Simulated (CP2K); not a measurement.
The system is AlN.

```
CELL_PARAMETERS angstrom
3.11300 0.00000 0.00000
-1.55650 2.69594 0.00000
0.00000 0.00000 4.98100
ATOMIC_POSITIONS crystal
Al 0.66667 0.33333 0.50000
Al 0.33333 0.66667 0.00000
N 0.66667 0.33333 0.88000
N 0.33333 0.66667 0.38000
```

Base run:

| Quantity | Value |
| --- | --- |
| Program | CP2K 2026.2 |
| Functional | PBE |
| Potentials or basis | POTENTIAL_UZH Al GTH-PBE-q3, N GTH-PBE-q5; TZVP-MOLOPT-PBE-GTH basis |
| Density cutoff | 9184 eV |
| k mesh | 10 × 10 × 6 |
| Occupations | fermi-dirac, width 0.05 eV |
| Spin | no spin polarisation |

Its results: band gap on the k mesh 4.24 eV, direct; pressure 2.7 GPa; largest force 0.138 eV/Å.

Problem. After a change of settings the same cell gave: band gap on the k mesh 4.63 eV, direct; pressure 4.6 GPa; largest force 0.104 eV/Å. Which change was it?
A. functional from PBE to PBEsol
B. functional from PBE to TASK
C. functional from PBE to AM05
D. functional from PBE to vdW-DF2

Solution. D.

Caveats: the basis of atomic orbitals isn't converged, which shifts pressures, moduli and gaps; the potentials were made for another functional, which shifts forces and pressure (some runs).
